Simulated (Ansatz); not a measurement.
# ZrO2: the cost of one run

Method: DFT, r2SCAN, no spin polarisation, plane waves, PAW, in Ansatz 0.2.0.

### 1 Geometry

Symmetry: Fm-3m, No. 225, cubic system. Conventional cell: a = 5.129 Å, b = 5.129 Å, c = 5.129 Å, α = 90.00°, β = 90.00°, γ = 90.00°. Zr (site symmetry m-3m) is surrounded by 8 O at 2.22 Å. Around O (site symmetry -43m) lie 4 Zr at 2.22 Å.

Structure file:

```cif
data_structure
_symmetry_space_group_name_H-M 'P 1'
_symmetry_Int_Tables_number 1
_cell_length_a 3.6265
_cell_length_b 3.6265
_cell_length_c 3.6265
_cell_angle_alpha 60.000
_cell_angle_beta 60.000
_cell_angle_gamma 60.000
_cell_volume 33.72
loop_
_atom_site_label
_atom_site_type_symbol
_atom_site_fract_x
_atom_site_fract_y
_atom_site_fract_z
_atom_site_occupancy
Zr1 Zr 0.00000 0.00000 0.00000 1
O1 O 0.25000 0.25000 0.25000 1
O2 O 0.75000 0.75000 0.75000 1
```

It starts from an earlier solution of the starting cell (checkpoint.read).

### 2 The walk to rest

Contents of input.yaml:

```yaml
crystal:
  lattice:
    - [0.0, 2.56432011, 2.56432011]
    - [2.56432011, 0.0, 2.56432011]
    - [2.56432011, 2.56432011, 0.0]
  atoms:
    - { symbol: Zr, position: [0.0, 0.0, 0.0] }
    - { symbol: O, position: [0.25, 0.25, 0.25] }
    - { symbol: O, position: [0.75, 0.75, 0.75] }
  symmetry: { tolerance: 0.0003 }
kpoints:
  mp_grid: { grid: [9, 9, 9], shift: [0, 0, 0] }
magnetization:
  spin_polarized: false
scf:
  occupations: { method: fermi_dirac, width: 0.0279 }
  lower_state_search: "off"
hamiltonian:
  pseudopotentials: { kind: paw }
  xc: r2scan
basis:
  ecutwfc: 500
  fft_grid_basis: typed
relax:
  max_steps: 60
  cell: { p_target: 20.0 }
  f_tol: 0.03
output:
  forces: true
  stress: true
  eigenvalues: true
  bader: true
  populations: true
  elf: true
  write_potential: true
  volumetric_format: npy
  dos:
    e_range: [-12, 8]
    de: 0.05
    projected: { site_lists: { O: [O], Zr: [Zr] } }
checkpoint:
  read: saved_state
```

Launch:

```console
$ ansatz run input.yaml --threads 2 --pin off --max-ram 3584MiB --backend cpu --events-out ev --progress --plain --runs-dir out
```

**Question.** How long does this run take on 2 threads of Arm Neoverse V2, shared host, and how much memory does it need?

About 18 s, with a peak of 0.41 GiB.
